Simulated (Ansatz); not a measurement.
# Honeycomb PN monolayer in a perpendicular field, part 2 of 2

Wanted: the out-of-plane response of the honeycomb PN monolayer. A positive field points along +c.

Ansatz 0.2.0; plane-wave DFT, PBE-D3(BJ), Ansatz PAW.

So far. Step 2 (Relaxing the slab): The lattice constant a goes from 2.730 to 2.716 Å.

### 3. Single point, field 0

A sawtooth potential applies the field, turning back in the middle of the vacuum. With the dipole correction the typed value is the field outside the slab. The induced dipole is small, so the SCF threshold is tight.

The cell differs from the one that the last finished run ended in (c 32.760 → 18.869 Å).

The input, input.yaml:

```yaml
crystal:
  lattice:
    - [2.7157658763, 0.0, 0.0]
    - [-1.3578829382, 2.3519222396, 0.0]
    - [0.0, 0.0, 18.8688480293]
  atoms:
    - { symbol: "N", position: [0.6666666667, 0.3333333333, 0.4769766541] }
    - { symbol: P, position: [0.3333333333, 0.6666666667, 0.5230233459] }
kpoints:
  mp_grid: { grid: [18, 18, 1] }
  band_path:
    path: [[0, 0, 0], [0.5, 0, 0], [0.33333333, 0.33333333, 0], [0, 0, 0]]
    npoints: 16
hamiltonian:
  xc: pbe
  dispersion: d3bj
scf:
  occupations: { method: fermi_dirac, width: 0.02585 }
  convergence: { dr2_threshold: 1.0e-10 }
efield:
  axis: 3
  dipole_correction: true
  ramp_position: 0.97
  ramp_width: 0.06
  amplitude: 0
output:
  dos: { projected: true, e_range: [-6, 5] }
  write_potential: true
  write_density: true
  volumetric_format: npy
  elf: true
```

Started as:

```sh
$ ansatz run input.yaml --threads 2 --pin off --max-ram 3072MiB --backend cpu --events-out ev --progress --plain --runs-dir out
```

Numbers of over 12 decimals in the logs are rounded to 6 here.

The log of the run:

```text
[...]
Crystal: 2 atoms, lattice volume = 120.520 Å³
Basis set: ecut = 420 eV, 2385 PW (Γ)
Bands: 9, of which v1, the nominal top of the filled ones, is band 5 counted from 1 (4 counted from 0)
Symmetry: 6 space group operations
[...]
k-points: 37 of 324 (time reversal used)
[...]
SCF iter   1: F=—  HF=-1139.390697 eV  |F-HF|=—  |Δ(HF+E_count)|=         —  Δρ=5.31e-3  dr2=5.97e-2  ethr=1.77e-3  p=0.055 e·Å  D=8.22e-2 V/Å  ΔV_dip=-1.55 eV  dr2_dipole=8.57e-3  V_vac-E_F(+/−)=5.12/6.67 eV  ⟨swp⟩=8.8  Hψ=3648  notcnv=0
efield: sawtooth ramp at fractional position 0.9700 (set: `efield.ramp_position`, or a place that a band, a saddle search or an elastic batch's reference lends), width 0.0600; the density the first Hamiltonian is built on has a dipole p = 0.055 e·Å; the dipole correction subtracts the counter field D = 8.22e-2 V/Å, which shifts the + side's vacuum level by -1.55 eV against the − side's; the planar-averaged density in the ramp window peaks in size at 3.9e-5 e/Å³
[...]
SCF iter   2: F=—  HF=-1139.406008 eV  |F-HF|=—  |Δ(HF+E_count)|=   1.53e-2  Δρ=6.68e-3  dr2=1.40e-1  ethr=5.97e-4  p=0.001 e·Å  D=1.96e-3 V/Å  ΔV_dip=-0.04 eV  dr2_dipole=1.64e-2  V_vac-E_F(+/−)=6.12/6.15 eV  ⟨swp⟩=4.3  Hψ=1114  notcnv=0  recentre
[...]
SCF iter   9: F=-1139.379853 eV  HF=-1139.379853 eV  |F-HF|=2.85e-10  |Δ(HF+E_count)|=   5.37e-9  Δρ=1.81e-7  dr2=2.42e-11  ethr=1.00e-12  p=0.026 e·Å  D=3.89e-2 V/Å  ΔV_dip=-0.73 eV  dr2_dipole=8.55e-15  V_vac-E_F(+/−)=5.73/6.46 eV  ⟨swp⟩=6.4  Hψ=1514  notcnv=0
SCF 1 converged in 9 iterations: F = -1139.379853 eV  dr2 = 2.42e-11
[...]
NSCF: frozen V_eff on 49 k-points
efield: sawtooth ramp at fractional position 0.9700 (kept from the solve that this one continues, or follows in the run), width 0.0600; the density the first Hamiltonian is built on has a dipole p = 0.026 e·Å; the dipole correction subtracts the counter field D = 3.89e-2 V/Å, which shifts the + side's vacuum level by -0.73 eV against the − side's; the planar-averaged density in the ramp window peaks in size at 6.4e-7 e/Å³
[...]
SCF converged after 9 iterations
Free energy (F): -1139.379853 eV
[...]
Internal energy: -1139.379853 eV  (E = F + TS)
E sigma→0 (E₀):  -1139.379853 eV
Fermi energy:    -3.181822 eV
Dipole field:    D = 0.038870 V/Å  (p = 0.025889 e·Å, saw-weighted, corrected)
Work function:   Φ+ = 5.7298 eV   Φ− = 6.4632 eV
Levels:          The Fermi level and band energies are counted from a zero that moves with the ramp; work functions are not
[...]
--- Band table (eV; the first three rows and the last of 37) ---
[...]
```

The job ended after 5.5 s (2 threads of Arm Neoverse V2, shared host; peak memory 0.37 GiB; 10 s of CPU time).

Numbers from this step:

```yaml
dipole_along_the_normal: 0.02589 e·Å
gap_along_the_path: 1.844 eV
smallest_direct_gap_along_the_path: 2.561 eV
step_between_the_vacuum_levels: -0.7334 eV
ionisation_energy_upper_face: 6.671 eV
electron_affinity_upper_face: 4.827 eV
ionisation_energy_lower_face: 7.404 eV
gap_the_smaller_of_path_and_mesh: 1.844 eV
```

Running mean over a fixed 2.5 Å (it still follows the layers) of the planar mean; the ramp of the sawtooth is left out. The electron's electrostatic potential energy less the Fermi level by z:

| z (Å) | electron's electrostatic potential energy less the Fermi level (eV) |
| --- | --- |
| 3.0 | 6.46 |
| 3.5 | 6.46 |
| 4.0 | 6.46 |
| 4.5 | 6.46 |
| 5.0 | 6.46 |
| 5.5 | 6.46 |
| 6.0 | 6.45 |
| 6.5 | 6.40 |
| 7.0 | 6.14 |
| 7.5 | 4.58 |
| 8.0 | 0.669 |
| 8.5 | -4.43 |
| 9.0 | -9.38 |
| 9.5 | -11.6 |
| 10.0 | -10.8 |
| 10.5 | -7.24 |
| 11.0 | -2.31 |
| 11.5 | 2.55 |
| 12.0 | 4.93 |
| 12.5 | 5.55 |
| 13.0 | 5.69 |
| 13.5 | 5.72 |
| 14.0 | 5.73 |
| 14.5 | 5.73 |
| 15.0 | 5.73 |
| 15.5 | 5.73 |
| 16.0 | 5.73 |

The density of states has structure finer than the step of the table below, so its rows give means over 0.2 eV, whole bins alone (the curve runs from -6 to 2.9 eV). Peaks (eV: height): -4.73: 1.67, -2.09: 2.29, -1.75: 2.09, -1.01: 6.00, 1.77: 2.00.

The density of states by energy, zero at the Fermi level of the run, which the smearing sets inside the gap; means over each step:

energy (eV), density of states (states/eV a cell) and a bar:
```
     -5.8       0.96 ###########
     -5.6       1.22 ##############
     -5.4       1.16 ##############
     -5.2       1.44 #################
     -5.0       1.23 ##############
     -4.8       1.33 ################
     -4.6       1.09 #############
     -4.4       0.95 ###########
     -4.2       0.81 ##########
     -4.0       0.69 ########
     -3.8       0.46 #####
     -3.6       0.35 ####
     -3.4       0.27 ###
     -3.2       0.01 
     -3.0       0.00 
     -2.8       0.00 
     -2.6       0.00 
     -2.4       0.00 
     -2.2       0.18 ##
     -2.0       0.87 ##########
     -1.8       1.34 ################
     -1.6       1.41 #################
     -1.4       1.51 ##################
     -1.2       1.98 #######################
     -1.0       2.54 ##############################
     -0.8       0.00 
     -0.6       0.00 
     -0.4       0.00 
     -0.2       0.00 
      0.0       0.00 
      0.2       0.00 
      0.4       0.00 
      0.6       0.00 
      0.8       0.00 
      1.0       0.40 #####
      1.2       0.54 ######
      1.4       0.59 #######
      1.6       1.08 #############
      1.8       1.37 ################
      2.0       0.82 ##########
      2.2       0.66 ########
      2.4       0.55 ######
      2.6       0.47 ######
      2.8       0.43 #####
```

Projected DOS per atom over height of the atomic layer and energy from the Fermi level. Layers: N P from below.

Values in states/eV, 22 rows by 2 columns, each cell a mean:
```
0.14 0.26
0.21 0.32
0.43 0.52
0.32 0.38
0.18 0.20
0.00 0.00
0.00 0.00
0.00 0.00
0.00 0.00
0.93 0.66
0.83 0.75
0.44 0.87
0.10 0.24
0.00 0.00
0.00 0.00
0.17 0.03
0.37 0.08
0.60 0.18
0.80 0.32
0.87 0.41
0.80 0.41
0.61 0.36
```
Columns: height of the atomic layer (Å) from 9 to 9.87; rows upwards: energy from the Fermi level (eV) from -5.96 to 2.86.

Electronic bands along the path, in eV, zero at the Fermi level of the run, which the smearing sets inside the gap:

| point | band 3 | band 4 | band 5 | band 6 | band 7 | band 8 | band 9 |
| --- | --- | --- | --- | --- | --- | --- | --- |
| Γ | -3.28 | -3.28 | -1.74 | 3.86 | 5.42 | 5.94 | 5.94 |
| halfway | -6.88 | -4.48 | -1.06 | 2.74 | 5.84 | 7.05 | 7.16 |
| M | -5.37 | -4.75 | -2.20 | 0.90 | 5.18 | 7.02 | 9.19 |
| halfway | -7.47 | -4.31 | -1.97 | 1.76 | 5.66 | 6.74 | 9.76 |
| K | -9.27 | -3.78 | -1.78 | 1.42 | 5.14 | 9.00 | 11.18 |
| halfway | -6.63 | -5.69 | -0.95 | 3.49 | 5.64 | 6.46 | 7.74 |
| Γ | -3.28 | -3.28 | -1.74 | 3.86 | 5.42 | 5.94 | 5.94 |

The electronic bands as a text plot (rows in eV, shown from -8.9 to 5.9 only):

```
    5.6 |++++  ++++++++++      ++++++              ++++++ +++++++
    5.0 |   +++          ++++++      ++++++++++++++      ++++
    4.4 |  +++++                                       +++  +++
    3.8 |++     +                                   +++        ++
    3.1 |        ++                              +++
    2.5 |          ++                          ++
    1.9 |            +            +++++     +++
    1.3 |             ++++     +++     +++++
    0.7 |                 +++++
    0.0 |
   -0.6 |
   -1.2 |    ************                    ****************
   -1.8 |****            ****    ************                ****
   -2.4 |                    ****
   -3.1 |**                                                    **
   -3.7 | ******                       *****              ******
   -4.3 |   *   ****            *******     ***          *  *
   -4.9 |    **     ***** ******               *      *** **
   -5.5 |      *        ********                *   **
   -6.2 |       *     **        **               ***   ***
   -6.8 |        *****                           ** ***
   -7.4 |                         **            *
   -8.0 |                           *          *
   -8.6 |                            **     ***
         Γ                   M           K                      Γ
```

Electrostatic potential energy in the ca plane at fractional y = 0.333, with atoms of N within 0.2 Å of it. With pseudopotentials it is smooth inside the atoms' cores, unlike the true potential.

Values in eV, 5 rows by 16 columns, each cell a mean:
```
  3   3   3   3   3   3   3 -14  -9   0   3   3   3   3   3   3
  3   3   3   3   3   3   3 -19 -10   1   3   3   3   3   3   3
  3   3   3   3   3   3   3 -13 -10   0   3   3   3   3   3   3
  3   3   3   3   3   3   3  -4 -17  -1   3   3   3   3   3   3
  3   3   3   3   3   3   3  -4 -16  -1   3   3   3   3   3   3
```
Columns run along c (18.9 Å; values clipped at the 3rd and 97th percentile), rows up along a (2.7 Å). Atoms in or near the plane, at fractional coordinates: N at (0.48, 0.67).

Valence density in the ca plane at fractional y = 0.333, with atoms of N within 0.2 Å of it. It is the smooth field of the valence electrons, not physical close to the nuclei.

Ten steps, logarithmic in the rise over the least value, from '0' (0.0 e/Å³) to '9' (3.4 e/Å³), each cell a mean:
```
00000000000000000025787543100000000000000000
00000000000000000136998532100000000000000000
00000000000000000137998532100000000000000000
00000000000000000136998542100000000000000000
00000000000000000024677543100000000000000000
00000000000000000013456654210000000000000000
00000000000000000012355654210000000000000000
00000000000000000013566654200000000000000000
```
Columns run along c (18.9 Å), rows up along a (2.7 Å). Atoms in or near the plane, at fractional coordinates: N at (0.48, 0.67).

ELF in the ca plane at fractional y = 0.333, with atoms of N within 0.2 Å of it. It is the smooth field of the valence electrons, not physical close to the nuclei.

Ten even steps from '0' (0.00) to '9' (0.92), each cell a mean:
```
00000000000000000268887543100000000000000000
00000000000000001589857410000000000000000000
00000000000000002699726410000000000000000000
00000000000000001589867421000000000000000000
00000000000000000147887554210000000000000000
00000000000000000012355677520000000000000000
00000000000000000000134588630000000000000000
00000000000000000013466677520000000000000000
```
Columns run along c (18.9 Å), rows up along a (2.7 Å). Atoms in or near the plane, at fractional coordinates: N at (0.48, 0.67).

The gap is 1.84 eV, with the valence edge 6.67 eV and the conduction edge 4.83 eV under the upper vacuum level.

### 4. Atoms held, field 0.1 V/Å

input.yaml: that of step 3 with these lines changed.

```diff
@@ -24,5 +24,4 @@
   ramp_width: 0.06
-  amplitude: 0
+  amplitude: 0.1
 output:
-  dos: { projected: true, e_range: [-6, 5] }
   write_potential: true
@@ -30,2 +29 @@
   volumetric_format: npy
-  elf: true
```

The log of the run:

```text
[...]
Crystal: 2 atoms, lattice volume = 120.520 Å³
Basis set: ecut = 420 eV, 2385 PW (Γ)
Bands: 9, of which v1, the nominal top of the filled ones, is band 5 counted from 1 (4 counted from 0)
Symmetry: 6 space group operations
[...]
k-points: 37 of 324 (time reversal used)
[...]
Free energy (F): -1139.382963 eV
[...]
Internal energy: -1139.382963 eV  (E = F + TS)
E sigma→0 (E₀):  -1139.382963 eV
Fermi energy:    -3.158549 eV
Dipole field:    D = 0.054525 V/Å  (p = 0.036315 e·Å, saw-weighted, corrected)
Work function:   not extracted (applied field tilts the vacuum); planar V_es + V_field profile in the machine report
[...]
--- Band table (eV; the first three rows and the last of 37) ---
[...]
[key lines of the parts left out:]
SCF converged after 11 iterations
```

Wall time 5.8 s (2 threads); peak memory 0.35 GiB; 11 s of CPU time.

The dipole is 0.0363 e·Å, 0.0104 e·Å from its value without field, and the gap 1.843 eV.

### 5. Single point, field -0.1 V/Å

input.yaml: that of step 4 with these lines changed.

```diff
@@ -24,3 +24,3 @@
   ramp_width: 0.06
-  amplitude: 0.1
+  amplitude: -0.1
 output:
```

The log of the run:

```text
[...]
Crystal: 2 atoms, lattice volume = 120.520 Å³
Basis set: ecut = 420 eV, 2385 PW (Γ)
Bands: 9, of which v1, the nominal top of the filled ones, is band 5 counted from 1 (4 counted from 0)
Symmetry: 6 space group operations
[...]
k-points: 37 of 324 (time reversal used)
[...]
Free energy (F): -1139.377786 eV
[...]
Internal energy: -1139.377786 eV  (E = F + TS)
E sigma→0 (E₀):  -1139.377786 eV
Fermi energy:    -3.205958 eV
Dipole field:    D = 0.023185 V/Å  (p = 0.015442 e·Å, saw-weighted, corrected)
Work function:   not extracted (applied field tilts the vacuum); planar V_es + V_field profile in the machine report
[...]
--- Band table (eV; the first three rows and the last of 37) ---
[...]
[key lines of the parts left out:]
SCF converged after 11 iterations
```

Elapsed: 5.8 s, on 2 threads; peak memory 0.35 GiB; 11 s of CPU time.

The dipole is 0.0154 e·Å, -0.0104 e·Å from its value without field, and the gap 1.844 eV.

### 6. Response, atoms held

This step: plane-wave DFT, PBE-D3(BJ), Ansatz PAW; response to a field along the normal, atoms held (Ansatz 0.2.0).

The dipoles give the slope, and the difference of two potentials shows where the field is screened.

Numbers from this step:

| Property | Result |
| --- | --- |
| equivalent conductor thickness p/(ε₀AE) | 2.957 Å |
| distance between the outer atoms | 0.8688 Å |

Table of dipole of the cell by applied field:

| applied field (V/Å) | dipole of the cell (e·Å) |
| --- | --- |
| -0.1000 | 0.0154 |
| 0.0000 | 0.0259 |
| 0.1000 | 0.0363 |

Local field over the applied field, running mean. From the potentials at -0.1 and 0.1 V/Å; running mean over 2.5 Å. Local field over applied field against z:

| z (Å) | local field over applied field |
| --- | --- |
| 4.13 | 1.000 |
| 4.42 | 1.000 |
| 4.72 | 0.999 |
| 5.01 | 0.999 |
| 5.31 | 0.997 |
| 5.60 | 0.994 |
| 5.90 | 0.988 |
| 6.19 | 0.978 |
| 6.49 | 0.958 |
| 6.78 | 0.924 |
| 6.93 | 0.899 |
| 7.22 | 0.833 |
| 7.52 | 0.746 |
| 7.81 | 0.650 |
| 8.11 | 0.546 |
| 8.40 | 0.440 |
| 8.70 | 0.343 |
| 8.99 | 0.259 |
| 9.29 | 0.191 |
| 9.58 | 0.154 |
| 9.88 | 0.158 |
| 10.17 | 0.200 |
| 10.47 | 0.269 |
| 10.76 | 0.360 |
| 11.06 | 0.459 |
| 11.35 | 0.558 |
| 11.65 | 0.658 |
| 11.94 | 0.755 |
| 12.09 | 0.799 |
| 12.38 | 0.873 |
| 12.68 | 0.924 |
| 12.97 | 0.957 |
| 13.27 | 0.976 |
| 13.56 | 0.987 |
| 13.86 | 0.993 |
| 14.15 | 0.996 |
| 14.45 | 0.998 |
| 14.74 | 0.999 |

Electrons, planar mean, per unit field. Table of induced electron density by z:

z (Å), induced electron density (e/Å³ per V/Å) and a bar from the least value:
```
     4.13    0.00000 ###############
     4.42    0.00000 ###############
     4.72    0.00000 ###############
     5.01    0.00001 ###############
     5.31    0.00001 ###############
     5.60    0.00002 ###############
     5.90    0.00005 ###############
     6.19    0.00010 ###############
     6.49    0.00019 ################
     6.78    0.00036 ################
     6.93    0.00049 #################
     7.22    0.00090 ###################
     7.52    0.00158 #####################
     7.81    0.00260 #########################
     8.11    0.00365 ##############################
     8.40    0.00372 ##############################
     8.70    0.00195 #######################
     8.99    0.00107 ###################
     9.29    0.00155 #####################
     9.58   -0.00062 ############
     9.88   -0.00096 ###########
    10.17    0.00001 ###############
    10.47   -0.00088 ###########
    10.76   -0.00286 ###
    11.06   -0.00369 
    11.35   -0.00326 ##
    11.65   -0.00233 #####
    11.94   -0.00148 #########
    12.09   -0.00115 ##########
    12.38   -0.00067 ############
    12.68   -0.00038 #############
    12.97   -0.00021 ##############
    13.27   -0.00011 ##############
    13.56   -0.00006 ###############
    13.86   -0.00003 ###############
    14.15   -0.00001 ###############
    14.45   -0.00001 ###############
    14.74    0.00000 ###############
```

The smaller of the gaps on the path and on the k-mesh, counted as 0 under 0.03 eV. The gap stays at 1.84 eV for applied field from -0.1 to 0.1 V/Å.

By hand: between -0.1 and 0.1 V/Å the dipole changes by 0.02087 e·Å, a slope of 0.1044 e·Å²/V. A perfect conductor of thickness t has p = ε₀AEt, so t = 180.95 × 0.1044 / 6.387 = 2.96 Å (e/ε₀ = 180.95 V·Å, A in Å²).

The induced dipole is that of a conductor 2.96 Å thick.

### 7. What came out

```json
{"gap without field": "1.84 eV", "ionisation energy, upper face": "6.67 eV", "electron affinity, upper face": "4.83 eV", "step between the vacuum levels": "-0.733 eV", "equivalent conductor thickness, atoms held": "2.96 Å"}
```

In words: The induced dipole equals that of a perfect conductor 2.96 Å thick, while the outer atoms lie 0.87 Å apart; an out-of-plane ε follows only once a thickness t is chosen, by 1 − 1/ε = 2.96 Å / t. The two faces differ: the vacuum level above lies 0.73 eV lower than the one below. The gap stays within 0.01 eV of 1.84 eV over the fields run, up to 0.1 V/Å in size. Semilocal functionals give gaps that are too small, and excitons are not included.

[Logs are printed without paths, hosts, clocks, repeated set-up lines and the standing remarks that a program may print on its own settings, such as how far it seeks lower states.]

[Hosts, paths, dates, database ids (printed as entryN), source tags and the programs' standing remarks are cut or masked in the printed files.]

[Maps of the electrostatic potential energy from Ansatz leave out the sawtooth potential of an applied field or a dipole correction, so their vacuum need not be flat; planar profiles and work functions include it.]

[The density of states shown here was stored with 400 of the rows of the run's finer table, so its peaks can read low, often by over a quarter, or be missed, and its means over a window can be off by a tenth or more.]
